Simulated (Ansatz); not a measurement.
# Pressure series of AgCl (Fm-3m)

```xyz
2
Lattice="2.7238 2.7238 0.0000 -2.7238 2.7238 0.0000 0.0000 2.7238 2.7238" Properties=species:S:1:pos:R:3 pbc="T T T"
Ag    0.0000    0.0000    0.0000
Cl    0.0000    2.7238    0.0000
```

This is the zero-pressure cell under PBEsol. Cell and atoms are relaxed by PAW (default files of Ansatz 0.2.0, cutoff 420 eV, stress met within about 0.05 GPa) at each pressure, in this structure whether or not another phase would take over; P is the pressure reached, less that of this cell. Levels come from PBEsol, all-electron LAPW in Ansatz 0.2.0, with spin-orbit coupling; k mesh 8×8×8, fixed occupations, basis error target 0.5 meV/atom. Conduction levels are in eV over the valence top (at L), at fixed fractional wave vectors. Zone-centre phonons come from finite displacements by PAW, without the LO-TO term.

```csv
P (GPa),V/V₀,Γ,X,L,T1u TO (cm⁻¹)
-2.00,1.0400,0.690,2.164,3.934,97.2
0.00,1.0000,0.686,2.092,3.820,115.9
1.98,0.9684,0.688,2.030,3.722,130.7
4.00,?,?,?,?,?
6.98,0.9086,0.711,1.896,3.512,159.4
9.98,0.8813,0.731,1.827,3.404,173.1
15.00,0.8440,0.770,1.724,3.242,192.7
```

Question: Fit the third-order Birch-Murnaghan equation to the rows shown.

Answer: With f = [(V₀/V)^(2/3) − 1]/2, the normalised pressure F = P/[3f(1 + 2f)^(5/2)] is 55.1 GPa at f = -0.0129, 57.8 GPa at f = 0.0108, 60.2 GPa at f = 0.0330, 61.3 GPa at f = 0.0439, 63.0 GPa at f = 0.0598. The line F = B₀[1 + (3/2)(B′ − 4)f] gives B₀ = 56.6 GPa and B′ = 5.3.

Question: What are the volume deformation potentials and pressure coefficients of these levels at zero pressure?

Answer: 

```
level  dE/dlnV (eV)  dE/dP = −(dE/dlnV)/B₀ (meV/GPa)  mean slope up to 2.0 GPa (meV/GPa)
    Γ          0.01                             -0.1                                 1.3
    X          1.89                            -33.4                               -31.6
    L          2.99                            -52.8                               -49.7
```

dE/dlnV is the slope of a cubic fit in ln V at V₀. The last column is read from two rows and shows how the slope bends with pressure.

Question: What mode Grüneisen parameters follow?

Answer: γ = −d ln ω/d ln V at V₀ from a quadratic fit in ln V: T1u 3.99.

Question: Fill the row at 4.00 GPa.

Answer: The fits give V/V₀ = 0.9414 and Γ = 0.696 eV. Computed: V/V₀ = 0.9415, Γ = 0.696, X = 1.972, L = 3.632, T1u TO (cm⁻¹) = 143.4.

Limits of these numbers: no other phase was computed; many crystals of this kind change structure within this range, and rows or crossings beyond such a change describe a metastable lattice; the frozen-core PAW files of the relaxations were fitted under PBE, their cores solved anew for this functional; semilocal gaps are low, and the spacing of valleys can be off by tenths of an eV; levels are read at fixed fractional k, so an edge that moves off these points is missed.
